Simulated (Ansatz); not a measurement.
**¹⁴N nuclear quadrupole resonance in BN under strain**

Cell: a structure deposited in the COD, relaxed with PBE at fixed cell and then changed (z compressed by 3 %, ions relaxed).

```
CELL_PARAMETERS angstrom
0.00000 1.80750 1.75327
1.80750 0.00000 1.75327
1.80750 1.80750 0.00000
ATOMIC_POSITIONS crystal
B 0.00000 0.00000 0.00000
N 0.25000 0.25000 0.25000
```

Atoms are numbered from 1 in the order listed; like atoms form one site, named after its first atom.

Computed with Ansatz: DFT, PBE, plane waves and PAW, scalar-relativistic, 420 eV cutoff, Γ-centred 14×14×14 k-points, Fermi–Dirac smearing 0.02 eV.

¹⁴N: I = 1, Q = 20.44 mb (year-2017 value). Static lattice, zero field.

(1) The simulated lines lie at 0.184 MHz. What are |C_Q|, η and |V_zz| at N?

## Answers

(1) For I = 1 the lines are ν± = (3/4)|C_Q|(1 ± η/3) and ν₀ = |C_Q|η/2. Here |C_Q| = 0.245 MHz, η = 0.00 and |V_zz| = 0.50 × 10²¹ V/m². The calculation gives V_zz negative; the lines don't show the sign. The site has 4 B at 1.55 Å.

An axis of threefold or higher order runs through N, so V_zz lies along it and η is zero.

At this changed cell the PBE pressure is 15 GPa.
